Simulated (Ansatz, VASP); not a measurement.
Given: the input of a run of VASP 6.6.1 on Zn.

File INCAR:

```
ALGO = Fast ; EDIFF = 1E-7
ENCUT = 520 ; GGA = PE
ISIF = 2 ; ISMEAR = -1
LASPH = T ; LCHARG = F
LREAL = F ; LWAVE = F
NBANDS = 12 ; NELM = 80
PREC = Accurate ; SIGMA = 0.05
```

KPOINTS

```
k-points
0
Gamma
  12 12 12
```

Contents of POSCAR:

```
Zn
1.0
   -0.0392955200      1.9647760000      1.9647760000
    1.9647760000     -0.0392955200      1.9647760000
    1.9254804800      1.9254804800      0.0000000000
Zn
1
Direct
    0.0000000000      0.0000000000      0.0000000000
```

Potentials or basis: VASP PAW PBE potentials, release 64 (Zn).

Launch:

```sh
$ cat potpaw_PBE.64/Zn/POTCAR > POTCAR
$ mpirun -np 1 vasp_std > vasp.out
```

Problem. Translate it to Ansatz 0.2.0. Potentials there: Ansatz PAW.

Solution. As run (the cutoff follows the program's own potentials):

The input input.yaml:

```yaml
crystal:
  lattice:
    - [-0.03929552, 1.964776, 1.964776]
    - [1.964776, -0.03929552, 1.964776]
    - [1.92548048, 1.92548048, 0.0]
  atoms:
    - { symbol: Zn, position: [0.0, 0.0, 0.0] }
hamiltonian:
  xc: pbe
  pseudopotentials: { kind: paw }
kpoints:
  mp_grid: { grid: [12, 12, 12] }
scf:
  occupations: { method: fermi_dirac, width: 0.05 }
output:
  forces: true
  stress: true
  eigenvalues: true
```

Potentials or basis: Ansatz PAW.

Launch:

```console
$ ansatz run input.yaml --threads 2 --pin off --max-ram 5632MiB --backend cpu --events-out ev --progress --plain --runs-dir out
```

Both were run:

|  | VASP | Ansatz | Ansatz less VASP |
| --- | --- | --- | --- |
| gap on the k mesh at the Fermi level (eV) | none | none | - |
| pressure (GPa) | 0.3 | 0.0 | -0.30 |
| largest component of the traceless stress (GPa) | 1.45 | 1.49 | +0.047 |

A gap of «none» marks a metal or a gap that the smearing closes.
